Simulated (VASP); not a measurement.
# Nb: nudged elastic band

Nb, defect, 20 atoms in the cell. PBE, nudged elastic band; PAW potentials Nb_sv (PBE set).

Path: a Nb atom hops into a neighbouring Nb vacancy; Moving images: 1.

## Input

INCAR.step1:
```
SYSTEM = Nb
  PREC = Normal
  ENCUT = 300
  EDIFF = 1E-6
  ISMEAR = 1
  SIGMA = 0.1
  LREAL = .False.
  LASPH = .True.
  NELM = 100
  ALGO = Normal
  LWAVE = .False.
  LCHARG = .False.
  IBRION = 2
  NSW = 100
  ISIF = 2
  EDIFFG = -0.02
  POTIM = 0.5
  KPAR = 8
```

INCAR.step3, as INCAR.step1 but for:
```
- IBRION = 2
- ISIF = 2
- EDIFFG = -0.02
- POTIM = 0.5
+ IBRION = 1
+ POTIM = 0.3
+ EDIFFG = -0.05
+ SPRING = -5
+ IMAGES = 1
```

KPOINTS:
```
k-points
0
Gamma
  3 5 2
```

00/POSCAR:
```
Nb
1.0
    8.3434260000      0.0000000000      0.0000000000
    0.1609350000      4.6692300000      0.0000000000
    0.7593710000      1.8977590000      9.7409520000
Nb
20
Direct
    0.4807596022      0.5055385398      0.0023246415
    0.8525737311      0.4944614602      0.9976753585
    0.2572473170      0.9241280226      0.1370934462
    0.5901426233      0.9232701597      0.1384860623
    0.9243127046      0.9129470541      0.1451277988
    0.0760860163      0.0758719774      0.8629065538
    0.4090206287      0.0870529459      0.8548722012
    0.7431907101      0.0767298403      0.8615139377
    0.0333433200      0.3510559259      0.2786896387
    0.3605281765      0.3529030044      0.2877192928
    0.6902264255      0.3512785810      0.2821072134
    0.2999900133      0.6489440741      0.7213103613
    0.6431069078      0.6487214190      0.7178927866
    0.9728051569      0.6470969956      0.7122807072
    0.1199409370      0.7849525157      0.4275274720
    0.4534887114      0.7854416921      0.4255324305
    0.7841629074      0.7830976735      0.4264023948
    0.2133923963      0.2150474843      0.5724725280
    0.5491704260      0.2169023265      0.5735976052
    0.8798446219      0.2145583079      0.5744675695
```

01/POSCAR:
```
Nb
1.0
    8.3434260000      0.0000000000      0.0000000000
    0.1609350000      4.6692300000      0.0000000000
    0.7593710000      1.8977590000      9.7409520000
Nb
20
Direct
    0.3416664377      0.5000000635     -0.0000000677
    0.8416668956      0.4999999365      1.0000000677
    0.2657798933      0.9185377504      0.1411106642
    0.5986950392      0.9236989078      0.1377901002
    0.9322277918      0.9181084983      0.1418070274
    0.0846382353      0.0763010174      0.8622101489
    0.4175532534      0.0814626450      0.8588890316
    0.7511057869      0.0818911810      0.8581930278
    0.0367846161      0.3511671125      0.2803986149
    0.3719355643      0.3519793731      0.2832045810
    0.7003772013      0.3520906619      0.2849133066
    0.3113976848      0.6480206657      0.7167954807
    0.6465486445      0.6488328387      0.7196014587
    0.9829562890      0.6479093482      0.7150865581
    0.1270518985      0.7840250508      0.4269648831
    0.4617147787      0.7851969279      0.4265300246
    0.7938257438      0.7842696623      0.4259672962
    0.2216185747      0.2148029166      0.5734701653
    0.5562814567      0.2159750814      0.5730349932
    0.8895075477      0.2157303610      0.5740326377
```

02/POSCAR:
```
Nb
1.0
    8.3434260000      0.0000000000      0.0000000000
    0.1609350000      4.6692300000      0.0000000000
    0.7593710000      1.8977590000      9.7409520000
Nb
20
Direct
    0.2025732732      0.4944615872     -0.0023247770
    0.8307600601      0.5055384128      1.0023247770
    0.2743124696      0.9129474782      0.1451278822
    0.6072474552      0.9241276559      0.1370941381
    0.9401428790      0.9232699425      0.1384862560
    0.0931904543      0.0767300575      0.8615137440
    0.4260858781      0.0758723441      0.8629058619
    0.7590208637      0.0870525218      0.8548721178
    0.0402259122      0.3512782991      0.2821075910
    0.3833429521      0.3510557417      0.2786898692
    0.7105279770      0.3529027428      0.2877193998
    0.3228053563      0.6470972572      0.7122806002
    0.6499903812      0.6489442583      0.7213101308
    0.9931074212      0.6487217009      0.7178924090
    0.1341628599      0.7830975859      0.4264022941
    0.4699408460      0.7849521636      0.4275276187
    0.8034885803      0.7854416511      0.4255321975
    0.2298447530      0.2145583489      0.5744678025
    0.5633924874      0.2150478364      0.5724723813
    0.8991704734      0.2169024141      0.5735977059
```

POSCAR.step1:
```
Nb
1.0
    8.3434260000      0.0000000000      0.0000000000
    0.1609350000      4.6692300000      0.0000000000
    0.7593710000      1.8977590000      9.7409520000
Nb
20
Direct
    0.5000000000      0.5000000000      0.0000000000
    0.8333333333      0.5000000000      0.0000000000
    0.2589303333      0.9223700000      0.1433310000
    0.5922636667      0.9223700000      0.1433310000
    0.9255970000      0.9223700000      0.1433310000
    0.0744030000      0.0776300000      0.8566690000
    0.4077363333      0.0776300000      0.8566690000
    0.7410696667      0.0776300000      0.8566690000
    0.0202543333      0.3495620000      0.2863990000
    0.3535876667      0.3495620000      0.2863990000
    0.6869210000      0.3495620000      0.2863990000
    0.3130790000      0.6504380000      0.7136010000
    0.6464123333      0.6504380000      0.7136010000
    0.9797456667      0.6504380000      0.7136010000
    0.1175010000      0.7822150000      0.4287510000
    0.4508343333      0.7822150000      0.4287510000
    0.7841676667      0.7822150000      0.4287510000
    0.2158323333      0.2177850000      0.5712490000
    0.5491656667      0.2177850000      0.5712490000
    0.8824990000      0.2177850000      0.5712490000
```

POSCAR.step2:
```
Nb
1.0
    8.3434260000      0.0000000000      0.0000000000
    0.1609350000      4.6692300000      0.0000000000
    0.7593710000      1.8977590000      9.7409520000
Nb
20
Direct
    0.1666666667      0.5000000000      0.0000000000
    0.8333333333      0.5000000000      0.0000000000
    0.2589303333      0.9223700000      0.1433310000
    0.5922636667      0.9223700000      0.1433310000
    0.9255970000      0.9223700000      0.1433310000
    0.0744030000      0.0776300000      0.8566690000
    0.4077363333      0.0776300000      0.8566690000
    0.7410696667      0.0776300000      0.8566690000
    0.0202543333      0.3495620000      0.2863990000
    0.3535876667      0.3495620000      0.2863990000
    0.6869210000      0.3495620000      0.2863990000
    0.3130790000      0.6504380000      0.7136010000
    0.6464123333      0.6504380000      0.7136010000
    0.9797456667      0.6504380000      0.7136010000
    0.1175010000      0.7822150000      0.4287510000
    0.4508343333      0.7822150000      0.4287510000
    0.7841676667      0.7822150000      0.4287510000
    0.2158323333      0.2177850000      0.5712490000
    0.5491656667      0.2177850000      0.5712490000
    0.8824990000      0.2177850000      0.5712490000
```

Commands (each step's output is kept before the next begins):
```
cat potpaw_PBE.64/Nb_sv/POTCAR > POTCAR
cp INCAR.step1 INCAR
cp POSCAR.step1 POSCAR
mpirun -np 8 vasp_std > vasp.out
cp POSCAR.step2 POSCAR
mpirun -np 8 vasp_std > vasp.out
# 00 and 02 hold the relaxed ends, the second shifted as a whole so that the mean position stays; the images between are interpolated (pair-distance (IDPP))
cp INCAR.step3 INCAR
mpirun -np 8 vasp_std > vasp.out
```

## Result

- Barrier (eV): 0.553
- Barrier of the reverse step (eV): 0.553
- Energy of the second end over the first (eV): 0.000
- Top of the path (share of its length): 0.50
- Length of the path (Å): 2.46
- Steps of the band: 7
- Ionic steps, all stages: 29
- Electronic steps, all stages: 315

Energy along the relaxed band:

| Image | Distance along the path (Å) | Energy above the first end (eV) | Slope along the path (eV/Å) | Largest force across the path (eV/Å) |
|---|---|---|---|---|
| 0 | 0.000 | 0.000 | relaxed end |  |
| 1 | 1.230 | 0.553 | -0.000 | 0.046 |
| 2 | 2.460 | 0.000 | relaxed end |  |

The cell is Nb (21 atoms) with one Nb atom missing.

The two ends have the same energy within 0.01 eV.

Limits: the cell holds 20 atoms, so the vacancy or interstitial meets its own images and the barrier isn't that of a lone defect; the atom stays on the straight, symmetric line between the sites, so the barrier is an upper bound: a way around it wasn't tried; a single image in the middle can't show two humps with a dip between them, and says nothing of the springs.

VASP 6.6.1 took 862 s on 8 cores (Intel Xeon 6975P-C (Granite Rapids)), a shared host.
